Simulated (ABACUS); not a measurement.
The system is Pd.

```
Pd
1.0
     2.75277    0.00000    0.00000
     1.37638    2.38397    0.00000
     1.37638    0.79466    2.24762
Pd
1
Direct
  0.00000 0.00000 0.00000
```

Base run:

- Program: ABACUS 3.10.1
- Functional: HCTH407
- Potentials or basis: SG15 ONCV 1.2 PBE
- Cutoff: 1116 eV
- Density cutoff: 4463 eV
- Basis: plane waves
- k mesh: 10 × 10 × 10
- Occupations: fermi-dirac, width 0.05 eV
- Spin: no spin polarisation

Its results: band gap on the k mesh none (metal or under the smearing width); pressure 6.1 GPa.

Q: The run is repeated on the same cell with these changes: functional from HCTH407 to r2SCAN; cutoff from 1116 eV to 1293 eV; density cutoff from 4463 eV to 5170 eV; k mesh from 10 × 10 × 10 to 8 × 8 × 8. What comes out?

A: Band gap on the k mesh none (metal or under the smearing width); pressure 1.5 GPa.

Several settings changed at once, so the effect can't be laid on one alone.

Caveats: the potentials were made for another functional, which shifts forces and pressure.

Not every run made on this cell is shown here.
